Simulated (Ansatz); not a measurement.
KBr (rocksalt), relaxed with r2SCAN in Ansatz: the symmetry is Fm-3m (No. 225, cubic); conventional cell a = 6.604 Å, 36.01 Å³ an atom. K is surrounded by 6 Br at 3.30 Å; Br is surrounded by 6 K at 3.30 Å. The cell was then strained (x, y and z are the cube axes), with the atoms relaxed again; stress is positive in compression. The values are computed, spin-unpolarised, and not measurements.

- Uniaxial +1.0 % along x, other directions held: r2SCAN's stress changes by -0.36 GPa along the strain and -0.05 GPa across it.
- Isotropic -1.0 % on every length: the pressure changes by +0.52 GPa, and the HSE06 gap (Γ) goes from 5.596 to 5.686 eV.
- Epitaxial strain of +1.0 % in the (001) plane: the free normal strain is -0.17 % and the in-plane stress changes by -0.40 GPa.
- Uniaxial strain of -0.64 % along [111], atoms relaxed: the xy stress changes by +0.022 GPa.

**Estimate C₁₁, C₁₂ and the bulk modulus from the uniaxial step.** With compression positive, C₁₁ ≈ −Δσ∥/ε = (+0.36)/(+0.0100) = 36 GPa and C₁₂ ≈ (+0.05)/(+0.0100) = 5 GPa; B = (C₁₁ + 2C₁₂)/3 = 15 GPa. A one-sided step carries third-order terms: it reads low by some per cent.

**What bulk modulus does the isotropic step give?** Δ ln V = 3 ln(0.9900) = -0.0302, so B ≈ −ΔP/Δ ln V = 17 GPa, against 15 GPa from C₁₁ and C₁₂; one-sided steps of finite size carry third-order terms.

**Give the volume deformation potential of that gap and its pressure coefficient.** a_V = ΔE_g/Δ ln V = (+0.090)/(-0.0302) = -2.98 eV; dE_g/dP = −a_V/B = +173 meV/GPa, with HSE06's gap and r2SCAN's modulus.

**What do the film's normal strain and stress say about the elastic constants?** ε⊥/ε∥ = (-0.0017)/(+0.0100) = -0.17, which linear elasticity sets to −2C₁₂/C₁₁ = -0.28 from the uniaxial step. The biaxial modulus is M = −Δσ/ε∥ = 40 GPa (C₁₁ + C₁₂ − 2C₁₂²/C₁₁ = 40 GPa).

**How much elastic energy does the film store, with 36.01 Å³ an atom?** u = M ε∥² = −Δσ ε∥ = +0.40 × (+0.0100) = 0.0040 GPa, and 1 GPa Å³ is 6.2415 meV: 0.90 meV an atom. The total energies of the two runs differ by 0.78 meV an atom.

**Estimate C₄₄.** A strain ε along [111] has ε_xy = ε/3 = -0.00213, an engineering shear of 2ε/3, so C₄₄ ≈ −Δσ_xy/(2ε/3) = 5 GPa, atoms relaxed.

Spin-orbit coupling is left out.

The meshes of the hybrids are coarse, so their gaps aren't converged to the digits shown.
